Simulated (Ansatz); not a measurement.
Computed properties of La2O3

```
La O
1.0
     3.93000    0.00000    0.00000
    -1.96500    3.40348    0.00000
     0.00000    0.00000    6.12000
La O
2 3
Direct
  0.33333 0.66667 0.25000
  0.66667 0.33333 0.75000
  0.25000 0.25000 0.00000
  0.75000 0.00000 0.00000
  0.00000 0.75000 0.00000
```

Atom numbers follow the list: La1, La2, O3, O4, O5.

The geometry is COD entry 1010278, unchecked; take it as a test cell. It is an old determination, and later ones may differ.

No spin–orbit coupling, which matters for the heavy atoms here.

Computed with DFT, PBE, all-electron LAPW, scalar-relativistic (Ansatz 0.2.0).

Sampling and basis: a Γ-centred 6×6×4 k mesh, Fermi–Dirac smearing of 0.02 eV, basis error target 1 meV/atom, no spin polarisation; the mesh is coarse along some axis.

| Property | Result |
| --- | --- |
| Band gap | none: bands cross the Fermi level, a metal |
| Largest force | 7.774 eV/Å on O4 |
| Pressure at this cell | 415 kbar |
| Volume per atom | 16.37 Å³ |

Problem. Löwdin charges (with 0.15 e of the cell spilling out of the atomic basis, so their sizes and signs hang on that basis): what does the calculation give?

Solution. La1 0.41, O3 -0.22 e.

Problem. Give the computed value. Stress xx, yy, zz (compression positive).

Solution. 53.00, 53.00, 18.45 GPa.

Problem. Predict this quantity. Density of states at the Fermi level (0.2 eV bin).

Solution. 6.04 states/eV per cell.
